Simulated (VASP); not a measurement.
# YN: relaxation of cell and atoms with LDA

Crystal: YN.

```
Y N
1.0
     0.00000    2.44836    2.44836
     2.44836    0.00000    2.44836
     2.44836    2.44836    0.00000
Y N
1 1
Cartesian
  0.0000 0.0000 0.0000
  2.4484 2.4484 2.4484
```

The cell comes from a database or a generator and needn't be the stable form of this composition.

* Program: VASP 6.6.1
* Task: relaxation of cell and atoms
* Functional: LDA
* Potentials or basis: VASP PAW LDA potentials, release 64 (Y_sv, N)
* Cutoff: 600 eV
* k mesh: 12 × 12 × 12
* Occupations: gaussian, width 0.1 eV
* Spin: no spin polarisation
* Further INCAR settings: ALGO = Normal; EDIFF = 1e-07; IBRION = 2; EDIFFG = -0.005; NSW = 90; ISIF = 3

| Item | Value |
| --- | --- |
| Relaxed volume | 14.00 Å³/atom |
| Relaxed cell | a = 3.409 Å, b = 3.409 Å, c = 3.409 Å, α = 60.00°, β = 60.00°, γ = 60.00° |
| Space group after relaxing (to 0.05 Å) | Fm-3m (No. 225) |
| Energy gained by relaxing | 16.9 meV/atom |
| Ionic steps | 6 |
| Pressure after relaxing | 0.0 GPa |
| Band gap on the k mesh | 0.01 eV, indirect (least direct gap 0.36 eV) |

The path:
```
step  energy change (eV)  largest force (eV/Å)  pressure (GPa)  volume (Å³)
   1              0.0000                0.0000           -7.73        29.35
   2              0.0206                0.0000           11.73        26.45
   3             -0.0338                0.0000           -0.10        28.02
   4             -0.0338                0.0000            0.07        28.00
   5             -0.0338                0.0000           -0.09        28.02
   6             -0.0338                0.0000            0.00        28.01
```

Final structure:
```
Y N
1.0
     0.00000    2.41034    2.41034
     2.41034    0.00000    2.41034
     2.41034    2.41034    0.00000
Y N
1 1
Direct
  0.00000 0.00000 0.00000
  0.50000 0.50000 0.50000
```

Levels at points of the mesh, in eV from the valence-band top:
```
           k point  band 4  band 5  band 6  band 7  band 8  band 9  band 10  band 11  band 12
(0.00, 0.00, 0.00)  -20.09  -12.80    0.00    0.00    0.00    3.11     3.11     3.11     4.54
(0.50, 0.00, 0.00)  -20.19  -10.77   -4.25   -2.39   -2.39    5.87     6.58     6.58     6.96
(0.50, 0.50, 0.00)  -20.48  -12.37   -1.39   -0.35   -0.35    0.01     7.11     7.70     8.24
```

Wall time 76 s on 1 thread of AMD EPYC 9R45 (Zen 5) (shared host), peak memory 0.17 GiB.

A k mesh can miss the band edges.
